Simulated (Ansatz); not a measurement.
# Li (Lithium): properties at the relaxed cell

An exercise on one series of results from a longer session: the logs are not shown, and one member is left open.

Method: DFT PBE+D3(BJ), scalar-relativistic, plane waves, PAW, in Ansatz 0.2.0.

2 further runs of the same task are left out: 2 set aside as unsound or not needed.

### The system as given

The structure is trigonal, space group R-3m (No. 166). The conventional cell has a = 2.951 Å, b = 2.951 Å, c = 21.786 Å, α = 90.00°, β = 90.00°, γ = 120.00°. Around Li (site symmetry -3m) lie 12 Li at 2.95 to 2.96 Å. Li (site symmetry 3m) is surrounded by 12 Li at 2.95 to 2.96 Å.

As a file:

```xyz
3
Lattice="1.4756 0.8519 7.2619 -1.4756 0.8519 7.2619 0.0000 -1.7038 7.2619" Properties=species:S:1:pos:R:3 pbc="T T T"
Li    0.0000    0.0000    0.0000
Li    0.0000    0.0000    4.8414
Li    0.0000    0.0000   16.9444
```

It is the result of an earlier relaxation at this level (volume 18.26 Å³/atom; gap on the mesh: none (metal)).

The first run:

input.yaml

```yaml
crystal:
  lattice:
    - [1.475575686, 0.8519240195, 7.2619292904]
    - [-1.475575686, 0.8519240195, 7.2619292904]
    - [0.0, -1.703848039, 7.2619292904]
  atoms:
    - { symbol: Li, position: [0.0, 0.0, 0.0] }
    - { symbol: Li, position: [0.2222279919, 0.2222279919, 0.2222279919] }
    - { symbol: Li, position: [0.7777720081, 0.7777720081, 0.7777720081] }
basis:
  ecutwfc: 420
kpoints:
  mp_grid: { grid: [18, 18, 18] }
  band_path:
    path:
      - [[0.0, 0.0, 0.0], [0.5, 0.5, 0.5], [0.82415833, 0.17584167, 0.5]]
      - [[0.5, -0.17584167, 0.17584167], [0.5, 0.0, 0.0], [0.0, 0.0, 0.0], [0.33792084, -0.33792084, 0.0]]
      - [[0.66207916, 0.0, 0.33792084], [0.5, 0.0, 0.5], [0.0, 0.0, 0.0]]
    npoints: 14
hamiltonian:
  xc: pbe
  dispersion: d3bj
scf:
  occupations: { method: gaussian, width: 0.1 }
  n_extra_bands: 7
output:
  forces: true
  stress: true
  eigenvalues: true
  populations: true
  dos: { projected: true, de: 0.02, nscf_kmesh: { grid: [27, 27, 27] } }
  bader: true
  write_density: true
  write_potential: true
  elf: true
  volumetric_format: npy
```

On the command line:

```bash
> ansatz run input.yaml --threads 1 --pin off --max-ram 2560MiB --backend cpu --events-out ev --progress --plain --runs-dir out
```

Among the steps run: Electronic structure at the relaxed geometry; The cell as listed, for comparison; Atoms relaxed in the listed cell; Volume × 0.97; Volume × 1.03; Volume × 0.94; Point at V/V0 = 1.06; The cell scaled to 0.91 of its volume; Point at V/V0 = 1.10; Point at V/V0 = 0.88.

One of the session's tables, all rows but one given; the rest of the session is left out.

It belongs to the step «Fit of the equation of state». 

| volume (Å³/atom) | energy above the lowest point (meV/atom) | pressure (GPa) |
| --- | --- | --- |
| 16.067 | 15.3 | 2.47 |
| 16.614 | 8.2 | 1.72 |
| 17.162 | 3.5 | 1.07 |
| 17.710 | 0.8 | 0.50 |
| 18.258 | 0.0 | 0.00 |
| 18.805 | ? | ? |
| 19.353 | 3.0 | -0.83 |
| 20.083 | 7.8 | -1.27 |

Q: Estimate the row for volume (Å³/atom) = 18.805 from the others.

Worked estimate for «energy above the lowest point (meV/atom)». A straight line through the neighbours (18.258, 0.0) and (19.353, 3.0) gives 0.0 + (3.0 − 0.0) × (18.805 − 18.258) / (19.353 − 18.258) = 1.5; a parabola fitted to 4 rows on both sides gives 0.8.

**Answer.** energy above the lowest point (meV/atom): 0.8; pressure (GPa): -0.44. In «energy above the lowest point (meV/atom)» the line misses by +0.7 and the parabola by 0.0.

Caveats from the session: Warnings in the runs' records: stress scf threshold loose.
